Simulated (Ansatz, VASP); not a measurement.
## TaN in VASP and in Ansatz

```
CELL_PARAMETERS angstrom
0.00000 2.18842 2.18842
2.18842 0.00000 2.18842
2.18842 2.18842 0.00000
ATOMIC_POSITIONS crystal
Ta 0.50000 0.50000 0.50000
N 0.00000 0.00000 0.00000
```

Alike in both runs: functional PBEsol; k mesh 16 × 16 × 16; occupations fermi-dirac, width 0.15 eV; no spin polarisation.

Ansatz relaxed the structure, and its values are those at the end. VASP's run is a single point on that final structure, the one shown.

|  | VASP | Ansatz |
| --- | --- | --- |
| version | VASP 6.6.1 | Ansatz 0.2.0 |
| potentials or method | VASP PAW PBE potentials, release 64 (Ta_pv, N) | scalar-relativistic, plane waves, PAW |
| plane-wave cutoff (eV) | 520 | 420 |
| valence electrons in the cell | 16 | 18 |

VASP gave:

- gap on the k mesh at the Fermi level (eV): none
- pressure (GPa): 1.0

Problem. Estimate Ansatz's values.

Solution. gap on the k mesh at the Fermi level (eV): none; pressure (GPa): 0.0.

A gap of «none» marks a metal or a gap that the smearing closes. The two sets of potentials don't hold the same shells in valence.

Caveats: the PAW data sets were made with another functional, which shifts forces and pressure a little (VASP). The runs have no spin-orbit coupling, so splittings on Ta are missing.
